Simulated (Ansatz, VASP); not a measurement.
CdS (Hawleyite) in VASP and in Ansatz

```
CELL_PARAMETERS angstrom
0.00000 2.91650 2.91650
2.91650 0.00000 2.91650
2.91650 2.91650 0.00000
ATOMIC_POSITIONS crystal
Cd 0.00000 0.00000 0.00000
S 0.75000 0.75000 0.75000
```

Alike in both runs: functional PBEsol; k mesh 5 × 5 × 5; occupations fermi-dirac, width 0.05 eV; no spin polarisation.

|  | VASP | Ansatz |
| --- | --- | --- |
| version | VASP 6.6.1 | Ansatz 0.2.0 |
| potentials or method | VASP PAW PBE potentials, release 64 (Cd, S) | Ansatz PAW |
| plane-wave cutoff (eV) | 520 | 420 |
| valence electrons in the cell | 18 | 26 |
| task | single point | projected density of states |

```csv
,VASP,Ansatz,Ansatz less VASP
gap on the k mesh at the Fermi level (eV),1.00,1.00,-0.005
least direct gap on the mesh (eV),1.00,1.00,-0.005
pressure (GPa),0.2,-0.2,-0.39
```

The functional is the same, so the differences come from potentials, cutoffs and numerics. The two sets of potentials don't hold the same shells in valence.

Caveats: the PAW data sets were made with another functional, which shifts forces and pressure a little (VASP); odd divisions of the mesh miss points on the zone boundary, where band edges often lie, so the gap on the mesh can be too wide (Ansatz); the PAW data sets come from PBE, with cores solved anew for the run's functional, which leaves a small shift of forces and pressure (Ansatz); the density of states is complete only up to the lowest level of the last band computed (Ansatz). A hybrid or GW would open this gap; PBEsol tends to underestimate it.
